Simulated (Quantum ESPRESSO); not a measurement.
# Be2C: single point with PBE

Crystal: Be2C.

```
C Be
1.0
     0.00000    2.16500    2.16500
     2.16500    0.00000    2.16500
     2.16500    2.16500    0.00000
C Be
1 2
Direct
  0.00000 0.00000 0.00000
  0.75000 0.75000 0.75000
  0.25000 0.25000 0.25000
```

```
Program             : Quantum ESPRESSO 7.5
Task                : single point
Functional          : PBE
Potentials or basis : SG15 PBE 1.2
Cutoff              : 1197 eV
Density cutoff      : 4789 eV
k mesh              : 8 × 8 × 8
Occupations         : fermi-dirac, width 0.05 eV
Spin                : no spin polarisation
Mixing beta         : 0.5
Most SCF iterations : 120
SCF threshold       : 6e-10 Ry
```

* Pressure: -0.4 GPa
* Band gap on the k mesh: 1.19 eV, indirect (least direct gap 4.15 eV)

Levels at points of the mesh, in eV from the valence-band top:
```tsv
k point	band 3	band 4	band 5	band 6	band 7	band 8	band 9	band 10	band 11
(0.00, 0.00, 0.00)	-15.01	0.00	0.00	0.00	4.15	4.15	4.15	6.76	13.22
(0.00, 0.00, -0.50)	-12.16	-8.72	-1.83	-1.83	5.04	5.04	7.05	9.82	14.54
(0.00, -0.50, -0.50)	-11.42	-6.76	-4.73	-4.73	1.19	5.79	13.25	13.25	15.31
```

Wall time 5 s on 4 MPI ranks on Arm Neoverse N1, with other jobs on the host, peak memory 0.2 GiB a rank.

A k mesh can miss the band edges.
